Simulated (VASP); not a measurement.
# Br (Cmce) in VASP: a series of runs, part 3 of 3

VASP 6.6.1. Earlier steps stand in the parts before.

**5. Relaxation of cell and atoms, PBE+D3(BJ), target pressure 72 GPa, at which the enthalpy is minimised**

This run uses another cell than the first one, of 14.63 Å³/atom, 0.958 times its volume.

The input, INCAR:

```
  PREC = Accurate
  ENCUT = 600
  EDIFF = 1E-7
  ISMEAR = 0
  SIGMA = 0.03
  LREAL = F
  LASPH = T
  NELM = 80
  ALGO = Normal
  ISIF = 3
  LWAVE = F
  LCHARG = F
  GGA = PE
  IVDW = 12
  IBRION = 2
  NSW = 90
  EDIFFG = -0.005
  PSTRESS = 720.0
```

The input, KPOINTS:

```
Automatic mesh
0
Gamma
  10 10 4
```

The input, POSCAR:

```
Br                                      
1.0
    2.2382664163     -1.8053061566     -0.0000000000
    2.2382664163      1.8053061566      0.0000000000
    0.0000000000      0.0000000000      7.2403192192
  Br            
     4
Direct
     0.2496576399404065    0.7503423600595933    0.6250057769069525
     0.7503423600595933    0.2496576399404065    0.3749942230930473
     0.2503423600595936    0.7496576399404067    0.1250057769069527
     0.7496576399404067    0.2503423600595936    0.8749942230930475
```

Potentials or basis: VASP PAW PBE potentials, release 64 (Br).

On the command line:

```bash
$ cat potpaw_PBE.64/Br/POTCAR > POTCAR
$ mpirun -np 1 vasp_std > vasp.out
```

OUTCAR:

```text
PREC = Accurate
   ENCUT = 600
   EDIFF = 1E-7
   ISMEAR = 0
   LREAL = F
   LASPH = T
   NELM = 80
   ISIF = 3
   GGA = PE
   IVDW = 12
   IBRION = 2
   NSW = 90
   EDIFFG = -0.005
   PSTRESS = 720.0
 IVDW          = 12

 ion  position               nearest neighbor table
   1  0.250  0.750  0.625-   2 2.55   4 2.56   4 2.56   2 2.56
   2  0.750  0.250  0.375-   1 2.55   3 2.56   3 2.56   1 2.56
   3  0.250  0.750  0.125-   4 2.55   2 2.56   2 2.56   4 2.56
   4  0.750  0.250  0.875-   3 2.55   1 2.56   1 2.56   3 2.56

  LATTYP: Found a base centered orthorhombic cell.
 ALAT       =     3.6106123132
 B/A-ratio  =     1.2398265015
 C/A-ratio  =     2.0052884639

  Lattice vectors:

 A1 = (  -2.2382664163,  -1.8053061566,   0.0000000000)
 A2 = (   2.2382664163,  -1.8053061566,   0.0000000000)
 A3 = (   0.0000000000,   0.0000000000,   7.2403192192)

Analysis of symmetry for initial positions (statically):
=====================================================================
 Subroutine PRICEL returns:
 Original cell was already a primitive cell.

 Routine SETGRP: Setting up the symmetry group for a
 base centered orthorhombic supercell.

 Subroutine GETGRP returns: Found  8 space group operations
 (whereof  4 operations were pure point group operations)
 out of a pool of  8 trial point group operations.

The static configuration has the point symmetry C_2h.
 The point group associated with its full space group is D_2h.

Analysis of symmetry for dynamics (positions and initial velocities):
=====================================================================
 Subroutine PRICEL returns:
 Original cell was already a primitive cell.

 Routine SETGRP: Setting up the symmetry group for a
 base centered orthorhombic supercell.

 Subroutine GETGRP returns: Found  8 space group operations
 (whereof  4 operations were pure point group operations)
 out of a pool of  8 trial point group operations.

The dynamic configuration has the point symmetry C_2h.
 The point group associated with its full space group is D_2h.

 Subroutine INISYM returns: Found  8 space group operations
 (whereof  4 operations are pure point group operations),
[... 112 lines left out ...]
   NUPDOWN=      -1.0000    fix difference up-down
   EMIN   =  10.00;   EMAX   =-10.00  energy-range for DOS
   EFERMI =   0.00;   METHOD = LEGACY
   ISMEAR =     0;   SIGMA  =   0.03  broadening in eV -4-tet -1-fermi 0-gaus
   EFERMI_NEDOS =   21; number of points for ismear=-14 and -15
   IALGO  =     38    algorithm
   IMIX   =      4    mixing-type and parameters
     AMIX     =   0.40;   BMIX     =  1.00
     AMIX_MAG =   1.60;   BMIX_MAG =  1.00
  volume/ion in A,a.u.               =      14.63        98.72
  Fermi-wavevector in a.u.,A,eV,Ry     =   1.280494  2.419782 22.308979  1.639664
  Thomas-Fermi vector in A             =   2.412918
   LORBIT       =      0    0 simple, 1 ext, 2 COOP (PROOUT), +10 PAW based schemes
   GGA     = PE    functional components
   LHFCALC =     F    Hartree Fock is set to
   AEXX    =    0.0000 exact exchange contribution
   IVDW    =    12    specifies the selected vdW correction
   LEPSILON=     F    determine dielectric tensor
   LRPA    =     F    only Hartree local field effects (RPA)
 conjugate gradient relaxation of ions
 non-spin polarized calculation
 Gauss-broadening in eV      SIGMA  =   0.03
  energy-cutoff  :      600.00
  volume of cell :       58.51
 maximum number of plane-waves:      1985
   NGX = 11   NGY = 11   NGZ = 29

--------------------------------------- Ionic step        1  -------------------------------------------

 number of electron      27.9999997 magnetization

 Free energy of the ion-electron system (eV)
  ---------------------------------------------------
  ext. energy  EPLUGINS =         0.00000000
  ---------------------------------------------------
  free energy    TOTEN  =         1.93460420 eV

  energy without entropy =        1.93536150  energy(sigma->0) =        1.93498285

------------------------ aborting loop because EDIFF is reached ----------------------------------------

 Edisp (eV)   -2.01804

 E8    (eV) :    -0.7909
[... 35 lines left out ...]
--------------------------------------- Ionic step        2  -------------------------------------------

 number of electron      27.9999997 magnetization

 E-fermi :   9.9977     XC(G=0): -12.2297

 val. band max:        9.9355474306   @ k =   0.5000   0.3000   0.2500
 cond. band min:      10.0000294332   @ k =   0.2000   0.1000   0.0000
 fundamental gap:      0.0644820026
 Fermi energy:         9.9976596007

 k-point     1 :       0.0000    0.0000    0.0000
  band No.  band energies     occupation
      1     -11.2799      2.00000
      2      -8.7879      2.00000
      3      -8.7872      2.00000
      4      -3.6863      2.00000
      5       1.2164      2.00000
      6       5.0716      2.00000
[... 538 lines left out ...]
--------------------------------------- Ionic step        3  -------------------------------------------

 number of electron      27.9999997 magnetization

 Free energy of the ion-electron system (eV)
  ---------------------------------------------------
  ext. energy  EPLUGINS =         0.00000000
  ---------------------------------------------------
  free energy    TOTEN  =         1.92890856 eV

  energy without entropy =        1.92966534  energy(sigma->0) =        1.92928695

 E-fermi :  10.0066     XC(G=0): -12.2321

 val. band max:        9.9450015526   @ k =   0.5000   0.3000   0.2500
 cond. band min:      10.0090524516   @ k =   0.2000   0.1000   0.0000
 fundamental gap:      0.0640508990
 Fermi energy:        10.0065819152

 k-point     1 :       0.0000    0.0000    0.0000
  band No.  band energies     occupation
      1     -11.2778      2.00000
      2      -8.7841      2.00000
      3      -8.7836      2.00000
      4      -3.6770      2.00000
      5       1.2205      2.00000
      6       5.0767      2.00000
[... 534 lines left out ...]
  energy  without entropy=       -0.0879628152  energy(sigma->0) =       -0.08834121

  enthalpy is  TOTEN    =        26.2115052977 eV   P V=       26.3002248944

 reached required accuracy - stopping structural energy minimisation
```

It took 79 s on 1 thread of AMD EPYC 9R45 (Zen 5), shared host; peak memory 0.22 GiB.

What came out:

* Free energy: -0.0887 eV
* Relaxed volume: 14.63 Å³/atom
* Relaxed cell: a = 2.876 Å, b = 2.876 Å, c = 7.241 Å, α = 90.00°, β = 90.00°, γ = 77.78°
* Space group after relaxing (to 0.05 Å): I4/mmm (No. 139)
* Energy change on relaxing (the enthalpy is what falls): -1.3 meV/atom
* Ionic steps: 3
* Pressure after relaxing: 72.0 GPa
* Largest force after relaxing: 0.005 eV/Å
* Band gap on the k mesh: none (metal or under the smearing width)
* Dispersion energy per atom: -0.504 eV

Forces on the atoms (eV/Å):
```
Br   0.000 -0.005 -0.001
Br   0.000  0.005  0.001
Br   0.000  0.005 -0.001
Br   0.000 -0.005  0.001
```

The path:
| step | energy change (eV) | largest force (eV/Å) | pressure (GPa) | volume (Å³) |
| --- | --- | --- | --- | --- |
| 1 | 0.0000 | 0.0055 | 72.05 | 58.51 |
| 2 | -0.0178 | 0.0043 | 71.85 | 58.55 |
| 3 | -0.0053 | 0.0050 | 71.98 | 58.52 |

Final structure:
```
CELL_PARAMETERS angstrom
2.23837 -1.80543 0.00000
2.23837 1.80543 0.00000
0.00000 0.00000 7.24095
ATOMIC_POSITIONS crystal
Br 0.24968 0.75032 0.62500
Br 0.75032 0.24968 0.37500
Br 0.25032 0.74968 0.12500
Br 0.74968 0.25032 0.87500
```

Caveat: the cell is relaxed towards a set pressure, so the enthalpy falls and the energy may rise; pairwise dispersion overbinds metals, which lowers pressure and volume.
